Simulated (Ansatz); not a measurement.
Ge: how strain makes field gradients

```
CELL_PARAMETERS angstrom
0.00000 2.82877 2.82877
2.82877 0.00000 2.82877
2.82877 2.82877 0.00000
ATOMIC_POSITIONS crystal
Ge 0.50000 0.50000 0.50000
Ge 0.75000 0.75000 0.75000
```

Atoms are numbered in the order listed.

Structure: COD 9011050, as refined from experiment and not relaxed.

All numbers below come from DFT, PBE, all-electron PAW with datasets made for the crystal, scalar-relativistic in Ansatz 0.2.0.

Numerical set-up: a Γ-centred 10×10×10 k mesh, Fermi–Dirac smearing of 0.05 eV, cutoff 140 eV (chosen by the program for this cell), no spin polarisation.

The strain is applied along the Cartesian axes of the cell as listed (the other components stay zero). Fractional coordinates are held (clamped ions).

The columns are Cartesian components of the electric field gradient at the nuclei, in 10²¹ V/m².

Only quantities that a quadratic follows smoothly over the whole series are listed; rougher ones are left out.

```csv
εzz,Vzz at Ge1
-0.0100,0.05
0.0000,0.00
0.0200,-0.10
0.0300,-0.15
```

Fit the series and give the gradient–strain slopes.

Least-squares fits y = p0 + p1 x + p2 x² to the rows give Vzz at Ge1: p1 = -5, p2 = -1.3e-13. The slopes p1 are in 10²¹ V/m² per unit strain, for clamped ions.

One run, at εzz = 0.0100, is withheld. Predict its row.

The fits give -0.05; the run gave -0.05.
